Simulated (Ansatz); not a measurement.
# Zone-centre modes in CoSi

Theory: DFT PBE, scalar-relativistic, plane waves, PAW in Ansatz. The runs took a 420 eV cutoff, a Γ-centred 10×10×10 mesh and Gaussian smearing (0.15 eV). No spin polarisation. A magnetic state may lie lower.

The undisturbed cell (relaxed at this level):

```
Co Si
1.0
     4.43085    0.00000    0.00000
     0.00000    4.43085    0.00000
     0.00000    0.00000    4.43085
Co Si
4 4
Direct
  0.14502 0.14502 0.14502
  0.35498 0.85498 0.64502
  0.64502 0.35498 0.85498
  0.85498 0.64502 0.35498
  0.84316 0.84316 0.84316
  0.65684 0.15684 0.34316
  0.34316 0.65684 0.15684
  0.15684 0.34316 0.65684
```

Harmonic modes by finite displacements of 0.02 Å, without the LO–TO term.

Question: At this geometry, is the structure stable against these modes?

Answer: Yes: no mode is imaginary beyond 10 cm⁻¹, and only the three translations lie near zero.

Question: List the wavenumbers in cm⁻¹.

Answer: 0, 0, 0, 185, 210, 210, 228, 228, 228, 246, 246, 246, 309, 309, 309, 311, 311, 349, 349, 349, 362, 421, 421, 421.

Cost: 1 run of about 12 core-minutes, on Intel Xeon Processor @ 2.70GHz (shared hosts).